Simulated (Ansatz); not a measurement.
A crystal relaxed with r2SCAN in the plane-wave code Ansatz has space group Fm-3m (No. 225) and a = 4.217 Å.

| atom | site | x | y | z |
| --- | --- | --- | --- | --- |
| Ga | 4b | 0.5000 | 0.0000 | 0.0000 |
| Xx | 4a | 0.0000 | 0.0000 | 0.0000 |

The r2SCAN gap is indirect, 1.16 eV (K–Γ (0.53 of the way from K) to X), below the direct gap of 3.38 eV at Γ. With HSE06 the valence top lies at K–Γ (0.53 of the way from K) and the conduction bottom at X, 1.90 eV higher; the smallest vertical gap, at Γ, is 4.14 eV. With PBE0 the valence top lies at K–Γ (0.53 of the way from K) and the conduction bottom at X, 2.59 eV higher; the smallest vertical gap, at Γ, is 4.84 eV. Meshes: r2SCAN 10×10×10, HSE06 8×8×8, PBE0 8×8×8. r2SCAN's ε∞ is 7.3 in all directions.

Q: Which element is Xx?
A. N
B. Sb
C. Bi
D. As

A: A. Xx is N: a 2-atom cell of GaN started from a crystallographic database. Ga has 6 N at 2.11 Å; N has 6 Ga at 2.11 Å.

Spin-unpolarised throughout; all numbers are computed.

Where an edge lies off the special points, it is a point of the mesh or the k point where a search put PBE's edge or least direct gap, reused for the other functionals, whose own edges may lie a little apart.

The meshes of the hybrids are coarse, so their gaps aren't converged to the digits shown.
